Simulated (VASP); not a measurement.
# Al (P2_1/m) in VASP: convergence with EDIFF

Aim: find how far EDIFF must go before the results for Al settle, at PBEsol. This setting moves, with any that are tied to it; all else stays.

Program: VASP 6.6.1. These are calculated values, not measurements. Logs are shortened: lines on timing, memory, paths and dates and some standing lists are left out, and cuts for length are marked.

## (1) The cell of the first run

The typed cell holds 2 atoms: a = 2.812 Å, b = 2.812 Å, c = 4.867 Å, α = 90.00°, β = 90.00°, γ = 120.00°.

This isn't the form of Al at room conditions, which is fcc.

The cell isn't the ideal one: atoms moved at random, drawn with an rms of 0.02 Å.

## (2) With EDIFF 1e-08

Input file INCAR:

```
SYSTEM = Al
PREC     = Accurate       ! precision mode
ENCUT    = 520            ! plane-wave cutoff, eV
EDIFF    = 1E-8           ! SCF threshold, eV
ISMEAR   = 1              ! smearing method
SIGMA    = 0.1            ! smearing width, eV
LREAL    = .FALSE.        ! projectors in reciprocal space
LASPH    = .TRUE.         ! aspherical terms in the spheres
NELM     = 60             ! most SCF steps
ALGO     = Normal         ! electronic algorithm
ISIF     = 2              ! what is computed and relaxed
LWAVE    = .FALSE.        ! write WAVECAR
LCHARG   = .FALSE.        ! write CHGCAR
GGA      = PS             ! functional
NBANDS   = 10             ! bands
```

Input file KPOINTS:

```
Automatic mesh
0
G
  8 8 5
  0 0 0
```

Input file POSCAR:

```
Al
1.0
    2.8124553515      0.0000000000      0.0000000000
   -1.4062276757      2.4356577814      0.0000000000
    0.0000000000      0.0000000000      4.8668500000
Al
2
Direct
    0.3300370000      0.6639840000      0.2488620000
    0.6737840000      0.3458720000      0.7489270000
```

Potentials or basis: VASP PAW PBE potentials, release 64 (Al).

Started as:

```console
$ cat potpaw_PBE.64/Al/POTCAR > POTCAR
$ mpirun -np 1 vasp_std > vasp.out
```

OUTCAR:

```text
SYSTEM = Al
   PREC = Accurate
   ENCUT = 520
   EDIFF = 1E-8
   ISMEAR = 1
   LREAL = .FALSE.
   LASPH = .TRUE.
   NELM = 60
   ISIF = 2
   GGA = PS

 ion  position               nearest neighbor table
   1  0.330  0.664  0.249-   2 2.91   2 2.91   2 2.92   2 2.92   2 2.95   2 2.95
   2  0.674  0.346  0.749-   1 2.91   1 2.91   1 2.92   1 2.92   1 2.95   1 2.95

  LATTYP: Found a hexagonal cell.
 ALAT       =     2.8124553515
 C/A-ratio  =     1.7304630267

  Lattice vectors:

 A1 = (   2.8124553515,   0.0000000000,   0.0000000000)
 A2 = (  -1.4062276757,   2.4356577814,   0.0000000000)
 A3 = (   0.0000000000,   0.0000000000,   4.8668500000)

Analysis of symmetry for initial positions (statically):
=====================================================================
 Subroutine PRICEL returns:
 Original cell was already a primitive cell.

 Routine SETGRP: Setting up the symmetry group for a
 hexagonal supercell.

 Subroutine GETGRP returns: Found  2 space group operations
 (whereof  1 operations were pure point group operations)
 out of a pool of 24 trial point group operations.

The static configuration has the point symmetry C_1 .
 The point group associated with its full space group is S_2 .

Analysis of symmetry for dynamics (positions and initial velocities):
=====================================================================
 Subroutine PRICEL returns:
 Original cell was already a primitive cell.

 Routine SETGRP: Setting up the symmetry group for a
 hexagonal supercell.

 Subroutine GETGRP returns: Found  2 space group operations
 (whereof  1 operations were pure point group operations)
 out of a pool of 24 trial point group operations.

The dynamic configuration has the point symmetry C_1 .
 The point group associated with its full space group is S_2 .

 Subroutine INISYM returns: Found  2 space group operations
 (whereof  1 operations are pure point group operations),
 and found     1 'primitive' translations

----------------------------------------------------------------------------------------

                                     Primitive cell

  volume of cell :      33.3388

  direct lattice vectors                    reciprocal lattice vectors
     2.812455352  0.000000000  0.000000000     0.355561200  0.205283355  0.000000000
    -1.406227676  2.435657781  0.000000000     0.000000000  0.410566709  0.000000000
     0.000000000  0.000000000  4.866850000     0.000000000  0.000000000  0.205471712

  length of vectors
     2.812455352  2.812455351  4.866850000     0.410566709  0.410566709  0.205471712

  position of ions in fractional coordinates (direct lattice)
     0.330037000  0.663984000  0.248862000
     0.673784000  0.345872000  0.748927000

  ion indices of the primitive-cell ions
   primitive index   ion index
                 1           1
                 2           2

----------------------------------------------------------------------------------------

 KPOINTS: Automatic mesh

Automatic generation of k-mesh.
 Grid dimensions read from file:
 generate k-points for:    8    8    5

 Generating k-lattice:

  Cartesian coordinates                     Fractional coordinates (reciprocal lattice)
     0.044445150  0.025660419  0.000000000     0.125000000  0.000000000  0.000000000
     0.000000000  0.051320839  0.000000000     0.000000000  0.125000000  0.000000000
     0.000000000  0.000000000  0.041094342     0.000000000  0.000000000  0.200000000

  Length of vectors
     0.051320839  0.051320839  0.041094342

  Shift w.r.t. Gamma in fractional coordinates (k-lattice)
     0.000000000  0.000000000  0.000000000

 Subroutine IBZKPT returns following result:
 ===========================================

 Found    162 irreducible k-points:

 Following reciprocal coordinates:
            Coordinates               Weight
  0.000000  0.000000  0.000000      1.000000
  0.125000 -0.000000  0.000000      2.000000
  0.000000  0.125000  0.000000      2.000000
 -0.125000  0.125000  0.000000      2.000000
  0.250000 -0.000000  0.000000      2.000000
  0.000000  0.250000  0.000000      2.000000
[... 16 lines left out ...]
  0.375000  0.125000  0.000000      2.000000
 -0.125000  0.500000  0.000000      2.000000
 [... further k-points ...]
   k-points           NKPTS =    162   k-points in BZ     NKDIM =    162   number of bands    NBANDS=     10
   number of dos      NEDOS =    301   number of ions     NIONS =      2
   total plane-waves  NPLWV =  20736
   dimension x,y,z NGX =    24 NGY =   24 NGZ =   36
   dimension x,y,z NGXF=    48 NGYF=   48 NGZF=   72
   ions per type =               2
   NGX,Y,Z   is equivalent  to a cutoff of  14.19, 14.19, 12.30 a.u.
   NGXF,Y,Z  is equivalent  to a cutoff of  28.37, 28.37, 24.59 a.u.
 SYSTEM =  Al
   PREC   = accura    normal or accurate (medium, high low for compatibility)
   ISTART =      0    job   : 0-new  1-cont  2-samecut
   ICHARG =      2    charge: 1-file 2-atom 10-const
   ISPIN  =      1    spin polarized calculation?
   LNONCOLLINEAR =      F non collinear calculations
   LSORBIT =      F    spin-orbit coupling
   LASPH  =      T    aspherical Exc in radial PAW
   ENCUT  =  520.0 eV  38.22 Ry    6.18 a.u.   5.23  5.23  9.05*2*pi/ulx,y,z
   NELM   =     60;   NELMIN=  2; NELMDL= -5     # of ELM steps
   EDIFF  = 0.1E-07   stopping-criterion for ELM
   LREAL  =      F    real-space projection
   EDIFFG = 0.1E-06   stopping-criterion for IOM
   NSW    =      0    number of steps for IOM
   IBRION =     -1    ionic relax: 0-MD 1-quasi-New 2-CG
   NFREE  =      0    steps in history (QN), initial steepest desc. (CG)
   ISIF   =      2    stress and relaxation
   ISYM   =      2    0-nonsym 1-usesym 2-fastsym
   POTIM  = 0.5000    time-step for ionic-motion
   TEBEG  =    0.0;   TEEND  =   0.0 temperature during run
   PSTRESS=    0.0 pullay stress
   NELECT =       6.0000    total number of electrons
   NUPDOWN=      -1.0000    fix difference up-down
   EMIN   =  10.00;   EMAX   =-10.00  energy-range for DOS
   EFERMI =   0.00;   METHOD = LEGACY
   ISMEAR =     1;   SIGMA  =   0.10  broadening in eV -4-tet -1-fermi 0-gaus
   EFERMI_NEDOS =   21; number of points for ismear=-14 and -15
   IALGO  =     38    algorithm
   IMIX   =      4    mixing-type and parameters
     AMIX     =   0.40;   BMIX     =  1.00
     AMIX_MAG =   1.60;   BMIX_MAG =  1.00
  volume/ion in A,a.u.               =      16.67       112.49
  Fermi-wavevector in a.u.,A,eV,Ry     =   0.924291  1.746656 11.623640  0.854313
  Thomas-Fermi vector in A             =   2.050021
   LORBIT       =      0    0 simple, 1 ext, 2 COOP (PROOUT), +10 PAW based schemes
   GGA     = PS    functional components
   LHFCALC =     F    Hartree Fock is set to
   AEXX    =    0.0000 exact exchange contribution
   IVDW    =     0    specifies the selected vdW correction
   LEPSILON=     F    determine dielectric tensor
   LRPA    =     F    only Hartree local field effects (RPA)
 non-spin polarized calculation
 Methfessel and Paxton  Order N= 1 SIGMA  =   0.10
  energy-cutoff  :      520.00
  volume of cell :       33.34
 maximum number of plane-waves:       910
 NGX is ok and might be reduce to    24
   NGX = 11   NGY = 11   NGZ = 19

 number of electron       6.0000000 magnetization

 Free energy of the ion-electron system (eV)
  ---------------------------------------------------
  ext. energy  EPLUGINS =         0.00000000
  ---------------------------------------------------
  free energy    TOTEN  =        -8.07553791 eV

  energy without entropy =       -8.07368829  energy(sigma->0) =       -8.07492137

 E-fermi :   7.8358     XC(G=0): -10.2197

 val. band max:        7.8174413381   @ k =  -0.3750  -0.2500   0.2000
 cond. band min:       7.8522320954   @ k =   0.3750  -0.1250  -0.2000
 fundamental gap:      0.0347907573
 Fermi energy:         7.8357541651

 k-point     1 :       0.0000    0.0000    0.0000
  band No.  band energies     occupation
      1      -3.2212      2.00000
      2       2.7823      2.00000
      3       3.0093      2.00000
      4      18.9542      0.00000
      5      19.2481      0.00000
      6      19.2895      0.00000
      7      19.4728      0.00000
      8      19.4851      0.00000
      9      20.2026      0.00000
     10      22.5300      0.00000

 k-point     2 :       0.1250   -0.0000    0.0000
  band No.  band energies     occupation
      1      -2.8320      2.00000
      2       3.1632      2.00000
      3       3.3731      2.00000
      4      14.8883      0.00000
      5      17.0477      0.00000
      6      18.1116      0.00000
      7      19.4945      0.00000
      8      20.1501      0.00000
      9      21.1050      0.00000
     10      21.1466      0.00000
[... 274 lines left out ...]
 k-point    24 :      -0.1250    0.5000    0.0000
  band No.  band energies     occupation
      1       1.7511      2.00000
      2       4.6823      2.00000
      3       7.6839      2.05362
      4       7.6988      2.06567
      5      10.0318      0.00000
      6      10.7574      0.00000
      7      11.5536      0.00000
      8      16.3610      0.00000
      9      16.6353      0.00000
     10      19.3670      0.00000

 [... further k-points ...]
[... 5 lines left out ...]
  --------------------------------------------------------------------------------------
  -------------------------------------------------------------------------------------
  Total       -0.2561424     -0.2750241     -0.5851594      0.0018775      0.0000909      0.0000222
  in kB      -12.3095520    -13.2169563    -28.1212701      0.0902297      0.0043663      0.0010668
  external PRESSURE =     -17.8825928 kB  Pullay stress =       0.0000000 kB

 VOLUME and BASIS-vectors are now :
 -----------------------------------------------------------------------------
  energy-cutoff  :      520.00
  volume of cell :       33.34
      direct lattice vectors                 reciprocal lattice vectors
     2.812455352  0.000000000  0.000000000     0.355561200  0.205283355  0.000000000
    -1.406227676  2.435657781  0.000000000     0.000000000  0.410566709  0.000000000
     0.000000000  0.000000000  4.866850000     0.000000000  0.000000000  0.205471712

 POSITION                                       TOTAL-FORCE (eV/Angst)
 -----------------------------------------------------------------------------------
     -0.00550      1.61724      1.21117         0.006755      0.028123      0.001377
      1.40861      0.84243      3.64492        -0.006755     -0.028123     -0.001377
 -----------------------------------------------------------------------------------
    total drift:                                0.000000     -0.000000      0.000002

  FREE ENERGIE OF THE ION-ELECTRON SYSTEM (eV)
  ---------------------------------------------------
  free  energy   TOTEN  =        -8.0755379087 eV

  energy  without entropy=       -8.0736882889  energy(sigma->0) =       -8.07492137
```

Run time: 29 s. Hardware: 1 thread of Intel Xeon Platinum 8375C at 2.90GHz (Ice Lake), shared host; peak memory 0.17 GiB.

What came out:

```
Free energy            : -8.0755 eV
Pressure               : -1.8 GPa
Largest force          : 0.029 eV/Å
Band gap on the k mesh : none (metal or under the smearing width)
```

## (3) With EDIFF 1e-07

Edit INCAR of step 2 so:

```diff
@@ -3,3 +3,3 @@
 ENCUT    = 520            ! plane-wave cutoff, eV
-EDIFF    = 1E-8           ! SCF threshold, eV
+EDIFF    = 1E-7           ! SCF threshold, eV
 ISMEAR   = 1              ! smearing method
```

KPOINTS is that of step 2.

POSCAR is that of step 2.

Potentials or basis: VASP PAW PBE potentials, release 64 (Al).

Started as:

```console
$ cat potpaw_PBE.64/Al/POTCAR > POTCAR
$ mpirun -np 1 vasp_std > vasp.out
```

Run time: 36 s. Hardware: 1 thread of Intel Xeon Platinum 8375C at 2.90GHz (Ice Lake), shared host; peak memory 0.17 GiB.

Results:

```yaml
Free_energy: -8.0755 eV
Pressure: -1.8 GPa
Largest_force: 0.029 eV/Å
Band_gap_on_the_k_mesh: none (metal or under the smearing width)
```

## (4) With EDIFF 1e-06

Edit INCAR of step 3 so:

```diff
@@ -3,3 +3,3 @@
 ENCUT    = 520            ! plane-wave cutoff, eV
-EDIFF    = 1E-7           ! SCF threshold, eV
+EDIFF    = 1E-6           ! SCF threshold, eV
 ISMEAR   = 1              ! smearing method
```

KPOINTS is that of step 3.

POSCAR is that of step 3.

Started as:

```console
$ cat potpaw_PBE.64/Al/POTCAR > POTCAR
$ mpirun -np 1 vasp_std > vasp.out
```

It took 31 s on 1 thread of Intel Xeon Platinum 8375C at 2.90GHz (Ice Lake), shared host; peak memory 0.17 GiB.

What came out:

```yaml
Free_energy: -8.0755 eV
Pressure: -1.8 GPa
Largest_force: 0.029 eV/Å
Band_gap_on_the_k_mesh: none (metal or under the smearing width)
```

## (5) With EDIFF 1e-05

Edit INCAR of step 4 so:

```diff
@@ -3,3 +3,3 @@
 ENCUT    = 520            ! plane-wave cutoff, eV
-EDIFF    = 1E-6           ! SCF threshold, eV
+EDIFF    = 1E-5           ! SCF threshold, eV
 ISMEAR   = 1              ! smearing method
```

KPOINTS is that of step 4.

POSCAR is that of step 4.

Started as:

```console
$ cat potpaw_PBE.64/Al/POTCAR > POTCAR
$ mpirun -np 1 vasp_std > vasp.out
```

Run time: 43 s. Hardware: 1 thread of Intel Xeon Platinum 8375C at 2.90GHz (Ice Lake), shared host; peak memory 0.17 GiB.

What came out:

- Free energy: -8.0755 eV
- Pressure: -1.8 GPa
- Largest force: 0.029 eV/Å
- Band gap on the k mesh: none (metal or under the smearing width)

## (6) With EDIFF 0.0001

Edit INCAR of step 5 so:

```diff
@@ -3,3 +3,3 @@
 ENCUT    = 520            ! plane-wave cutoff, eV
-EDIFF    = 1E-5           ! SCF threshold, eV
+EDIFF    = 1E-4           ! SCF threshold, eV
 ISMEAR   = 1              ! smearing method
```

KPOINTS is that of step 5.

POSCAR is that of step 5.

Potentials or basis: VASP PAW PBE potentials, release 64 (Al).

Started as:

```console
$ cat potpaw_PBE.64/Al/POTCAR > POTCAR
$ mpirun -np 1 vasp_std > vasp.out
```

Wall time 29 s (1 thread of Intel Xeon Platinum 8375C at 2.90GHz (Ice Lake), shared host); peak memory 0.17 GiB.

Results:

```
Free energy            : -8.0755 eV
Pressure               : -1.8 GPa
Largest force          : 0.029 eV/Å
Band gap on the k mesh : none (metal or under the smearing width)
```

## (7) With EDIFF 0.001

Edit INCAR of step 6 so:

```diff
@@ -3,3 +3,3 @@
 ENCUT    = 520            ! plane-wave cutoff, eV
-EDIFF    = 1E-4           ! SCF threshold, eV
+EDIFF    = 0.001          ! SCF threshold, eV
 ISMEAR   = 1              ! smearing method
```

KPOINTS is that of step 6.

POSCAR is that of step 6.

Started as:

```console
$ cat potpaw_PBE.64/Al/POTCAR > POTCAR
$ mpirun -np 1 vasp_std > vasp.out
```

It took 34 s on 1 thread of Intel Xeon Platinum 8375C at 2.90GHz (Ice Lake), shared host; peak memory 0.17 GiB.

Results:

| Property | Result |
| --- | --- |
| Free energy | -8.0755 eV |
| Pressure | -1.8 GPa |
| Largest force | 0.029 eV/Å |
| Band gap on the k mesh | none (metal or under the smearing width) |

## (8) With EDIFF 0.01

Edit INCAR of step 7 so:

```diff
@@ -3,3 +3,3 @@
 ENCUT    = 520            ! plane-wave cutoff, eV
-EDIFF    = 0.001          ! SCF threshold, eV
+EDIFF    = 0.01           ! SCF threshold, eV
 ISMEAR   = 1              ! smearing method
```

KPOINTS is that of step 7.

POSCAR is that of step 7.

Started as:

```console
$ cat potpaw_PBE.64/Al/POTCAR > POTCAR
$ mpirun -np 1 vasp_std > vasp.out
```

It took 28 s on 1 thread of Intel Xeon Platinum 8375C at 2.90GHz (Ice Lake), shared host; peak memory 0.17 GiB.

Results:

- Free energy: -8.0755 eV
- Pressure: -1.8 GPa
- Largest force: 0.029 eV/Å
- Band gap on the k mesh: none (metal or under the smearing width)

## (9) Summary

```csv
EDIFF,"energy less the tightest run, at zero smearing (meV/atom)",SCF cycles,CPU time (s),peak memory (GiB)
1e-08,0.00,13,29,0.17
1e-07,0.00,11,35,0.17
1e-06,0.00,10,30,0.17
1e-05,0.00,9,42,0.17
0.0001,0.00,9,28,0.17
0.001,0.00,8,33,0.17
0.01,0.00,8,28,0.17
```

Against the tightest run, the energy stays within 1 meV/atom from 1e-08 on. The tightest run that finished is the yardstick and may itself not be fully converged.

Caveats: the PAW data sets were made with another functional, which shifts forces and pressure a little.
